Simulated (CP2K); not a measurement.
In:

```
In
1.0
     3.37691    0.00000    0.00000
     0.24723    3.36784    0.00000
    -1.81207   -1.68392    2.29876
In
1
Direct
  0.00000 0.00000 0.00000
```

Base run:

- Program: CP2K 2026.2
- Functional: PBE
- Potentials or basis: POTENTIAL_UZH In GTH-PBE-q13; TZVP-MOLOPT-PBE-GTH basis
- Density cutoff: 6123 eV
- k mesh: 11 × 11 × 11
- Occupations: fermi-dirac, width 0.05 eV
- Spin: no spin polarisation

Its results: band gap on the k mesh none (metal or under the smearing width); pressure 2.3 GPa.

**Question.** The run is repeated on the same cell with these changes: functional from PBE to RPBE; occupations from fermi-dirac, width 0.05 eV to gaussian, width 0.02 eV. What comes out?

**Answer.** Band gap on the k mesh none (metal or under the smearing width); pressure 3.7 GPa.

Caveats: the basis of atomic orbitals isn't converged, which shifts pressures, moduli and gaps; the potentials were made for another functional, which shifts forces and pressure (some runs).

Not every run made on this cell is shown here.
